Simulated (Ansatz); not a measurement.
# NiGe: the cost of one run

Program: Ansatz 0.2.0. Level of theory: DFT PBE, scalar-relativistic, plane waves, PAW. These are calculated values, not measurements.

4 further runs of the same task are left out: 1 that didn't finish, 3 set aside as unsound or not needed. Runs told in other sessions of the task aren't counted.

**1. The starting structure**

Symmetry: Pnma, No. 62, orthorhombic system. The conventional cell has a = 5.397 Å, b = 3.481 Å, c = 5.846 Å, α = 90.00°, β = 90.00°, γ = 90.00°. Ni (site symmetry m) is surrounded by 6 Ge at 2.35 to 2.53 Å. Ge (site symmetry m) is surrounded by 6 Ni at 2.35 to 2.53 Å.

Structure file:

```xyz
8
Lattice="5.3967 0.0000 0.0000 0.0000 3.4809 0.0000 0.0000 0.0000 5.8461" Properties=species:S:1:pos:R:3 pbc="T T T"
Ni    5.3658    2.6107    1.1118
Ni    0.0309    0.8702    4.7343
Ni    2.7292    0.8702    4.0349
Ni    2.6675    2.6107    1.8112
Ge    4.3731    2.6107    3.4342
Ge    1.0236    0.8702    2.4119
Ge    3.7219    0.8702    0.5111
Ge    1.6747    2.6107    5.3349
```

This cell was relaxed beforehand with the same method: volume 13.73 Å³/atom, gap on the mesh none (metal).

**2. The reference cell**

Reference values: F = -40541.2632 eV; pressure -0.02 GPa; largest force 0.009 eV/Å; gap on the mesh none (metal). It was computed beforehand with the settings of the runs below.

**3. Next: a strain scan**

The cell is strained by ε times the Voigt pattern (0, 0, 1, 0, 0, 0) (xx, yy, zz, yz, xz, xy; engineering shear), with fractional coordinates fixed (clamped ions). The stress on the pattern is the sum of the stress components weighted by it, tension positive.

**4. Point ε = -0.0400**

The input, input.yaml:

```yaml
crystal:
  lattice:
    - [5.396657528, 0.0, 0.0]
    - [0.0, 3.4808800805, 0.0]
    - [0.0, 0.0, 5.6122388604]
  atoms:
    - { symbol: Ni, position: [0.9942832188, 0.75, 0.1901826734] }
    - { symbol: Ni, position: [0.0057167812, 0.25, 0.8098173266] }
    - { symbol: Ni, position: [0.5057167812, 0.25, 0.6901826734] }
    - { symbol: Ni, position: [0.4942832188, 0.75, 0.3098173266] }
    - { symbol: Ge, position: [0.8103268991, 0.75, 0.5874320982] }
    - { symbol: Ge, position: [0.1896731009, 0.25, 0.4125679018] }
    - { symbol: Ge, position: [0.6896731009, 0.25, 0.0874320982] }
    - { symbol: Ge, position: [0.3103268991, 0.75, 0.9125679018] }
basis:
  ecutwfc: 420
kpoints:
  mp_grid: { grid: [8, 12, 8] }
hamiltonian:
  xc: pbe
scf:
  occupations: { method: gaussian, width: 0.15 }
output:
  forces: true
  stress: true
  eigenvalues: true
```

On the command line:

```
$ ansatz run input.yaml --threads 2 --pin off --max-ram 5120MiB --backend cpu --events-out ev --progress --plain --runs-dir out
```

Q: Estimate wall time and peak memory on 2 threads of AMD EPYC (Zen 3), shared host.

About 71 s, with a peak of 1.2 GiB.
